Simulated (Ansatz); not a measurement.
## MoTe2 and the effect of the Hubbard U on Mo d

```
Te Mo
1.0
     3.51820    0.00000    0.00000
    -1.75910    3.04685    0.00000
     0.00000    0.00000   13.97360
Te Mo
4 2
Direct
  0.66667 0.33333 0.37900
  0.33333 0.66667 0.87900
  0.66667 0.33333 0.12100
  0.33333 0.66667 0.62100
  0.66667 0.33333 0.75000
  0.33333 0.66667 0.25000
```

Kept alike: task density of states; functional LDA; k mesh 7 × 7 × 2; occupations fermi-dirac, width 0.05 eV; no spin polarisation. Program: Ansatz, Ansatz PAW, cutoff 420 eV. The mesh is that of the run's cell of 6 atoms. No spin-orbit coupling.

| Hubbard U on Mo d, U (eV) | pressure (GPa) |
| --- | --- |
| 0 | -3.03 |
| 2 | -3.26 |
| 3 | -3.38 |
| 4 | -3.50 |
| 5 | -3.61 |

Pressure is positive in compression, with a Pulay correction for the finite cutoff. U acts here on a shell without spin polarisation. How U acts hangs on the program's projectors. All rows use potentials made for PBE. U is the effective U - J on orthogonalised atomic projectors. Double counting: fully localised limit (the default).

The pressure falls from -3.03 to -3.61 GPa between 0 and 5 eV.
